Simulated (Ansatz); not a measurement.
The system is Pt.

```
Pt
1.0
     0.00000    1.96090    1.96090
     1.96090    0.00000    1.96090
     1.96090    1.96090    0.00000
Pt
1
Cartesian
  0.0000 0.0000 0.0000
```

Base run:

```yaml
Program: Ansatz 0.2.0
Functional: PBE
Potentials_or_basis: Ansatz PAW earlier set
Cutoff: 900 eV
Density_cutoff: 3600 eV
k_mesh: 12 × 12 × 12
Occupations: fermi-dirac, width 0.05 eV
Spin: no spin polarisation
```

Its results: band gap on the k mesh none (metal or under the smearing width); pressure 10.3 GPa.

Question: The run is repeated on the same cell with these changes: potentials or basis from Ansatz PAW earlier set to PseudoDojo stringent (PBE files); cutoff from 900 eV to 1143 eV; density cutoff from 3600 eV to 4572 eV. What comes out?

Answer: Band gap on the k mesh none (metal or under the smearing width); pressure 9.6 GPa.

Caveats: spin-orbit coupling is left out, which moves the levels of the heavy elements.
